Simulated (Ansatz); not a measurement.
# As: pressure up to the limit of the methods

The task here is to estimate one member of a computed series from the others.

Method: DFT, PBE, PAW with Ansatz's default frozen-core files, scalar-relativistic, in Ansatz 0.2.0.

## The starting structure

The structure is cubic, space group Pm-3m (No. 221). Conventional cell: a = 2.738 Å, b = 2.738 Å, c = 2.738 Å, α = 90.00°, β = 90.00°, γ = 90.00°. Around As (site symmetry m-3m) lie 6 As at 2.74 Å.

Coordinates:

```
As
1.0
     2.73774    0.00000    0.00000
     0.00000    2.73774    0.00000
     0.00000    0.00000    2.73774
As
1
Direct
  0.00000 0.00000 0.00000
```

Whether this phase is the stable one at these pressures isn't tested.

Set-up of the first run:

input.yaml reads:

```yaml
crystal:
  lattice:
    - [2.7377415812, 0.0, 0.0]
    - [0.0, 2.7377415812, 0.0]
    - [0.0, 0.0, 2.7377415812]
  atoms:
    - { symbol: As, position: [0.0, 0.0, 0.0] }
kpoints:
  mp_grid: { grid: [15, 15, 15] }
scf:
  occupations: { method: fermi_dirac, width: 0.08 }
hamiltonian:
  xc: pbe
  pseudopotentials: { kind: paw }
output:
  forces: true
  stress: true
  write_density: true
  write_potential: true
  elf: true
  volumetric_format: npy
relax:
  f_tol: 0.005
  max_steps: 40
  cell: {}
```

The run is started by

```
> ansatz run input.yaml --threads 1 --pin off --max-ram 2048MiB --backend cpu --events-out ev --progress --plain --runs-dir out
```

Among the steps run: Cell relaxed at zero pressure, PAW; Volume scaled by 1, PAW; Volume scaled by 0.88, PAW; Volume scaled by 0.78, PAW; Volume scaled by 0.68, PAW; Volume scaled by 0.68, PAW (cutoff 600 eV); Volume scaled by 0.58, PAW; Volume scaled by 0.5, PAW; Volume scaled by 0.43, PAW; Volume scaled by 0.43, PAW (cutoff 1000 eV).

One of the session's tables, all rows but one given; the rest of the session is left out.

```
              method  volume over the first  volume (Å³/atom)  pressure (GPa)
                 PAW                      1            20.326           -0.01
                 PAW                   0.88            17.887           13.32
                 PAW                   0.78            15.855           34.17
                 PAW                   0.68            13.822           70.44
                 PAW                   0.58            11.789          140.62
                 PAW                    0.5            10.163          249.13
                 PAW                   0.43             8.740          420.86
PAW (cutoff 1000 eV)                   0.43                 ?               ?
 PAW (cutoff 600 eV)                   0.68            13.822           70.43
```

Estimate the missing values for PAW (cutoff 1000 eV), 0.43.

The run gave: volume (Å³/atom): 8.740; pressure (GPa): 420.74.
